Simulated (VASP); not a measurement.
Input of a VASP 6.6.1 run:

File POSCAR:

```
CsBr
1.0
    4.3226054757      0.0000000000      0.0000000000
    0.0000000000      4.3226054757      0.0000000000
    0.0000000000      0.0000000000      4.3226054757
Cs Br
1 1
Direct
    0.0000000000      0.0000000000      0.0000000000
    0.5000000000      0.5000000000      0.5000000000
```

INCAR.step1

```
PREC     = Accurate       # precision mode
ENCUT    = 520            # plane-wave cutoff, eV
ISMEAR   = 0              # smearing method
SIGMA    = 0.02           # smearing width, eV
LREAL    = False          # projectors in reciprocal space
LASPH    = True           # aspherical terms in the spheres
NELM     = 100            # most SCF steps
NBANDS   = 15             # bands
GGA      = PE             # functional
ALGO     = Normal         # electronic algorithm
EDIFF    = 1E-4           # SCF threshold, eV
LWAVE    = True           # write WAVECAR
LCHARG   = False          # write CHGCAR
```

Contents of INCAR.step2:

```
PREC     = Accurate       # precision mode
ENCUT    = 520            # plane-wave cutoff, eV
EDIFF    = 1E-6           # SCF threshold, eV
ISMEAR   = 0              # smearing method
SIGMA    = 0.02           # smearing width, eV
LREAL    = False          # projectors in reciprocal space
LASPH    = True           # aspherical terms in the spheres
NELM     = 100            # most SCF steps
ALGO     = Normal         # electronic algorithm
ISIF     = 2              # what is computed and relaxed
LWAVE    = False          # write WAVECAR
LCHARG   = False          # write CHGCAR
METAGGA  = R2SCAN         # meta-GGA
LMIXTAU  = True         
NBANDS   = 15             # bands
ISTART   = 1
```

Contents of KPOINTS:

```
regular mesh
0
Gamma
  6 6 6
```

Potentials or basis: VASP PAW PBE potentials, release 64 (Cs_sv, Br).

The run is started by

```sh
$ cat potpaw_PBE.64/Cs_sv/POTCAR potpaw_PBE.64/Br/POTCAR > POTCAR
$ cp INCAR.step1 INCAR
$ mpirun -np 1 vasp_std > vasp.out
$ cp INCAR.step2 INCAR
$ mpirun -np 1 vasp_std > vasp.out
```

(1) Estimate the band gap on the k mesh.

(2) What does it give for the pressure?

Answers

(1) 5.18 eV, indirect (least direct gap 5.18 eV).

(2) 0.1 GPa.

Caveat: the PAW data sets were made with another functional, which shifts forces and pressure a little; spin-orbit coupling is left out, which moves the levels of the heavy elements.
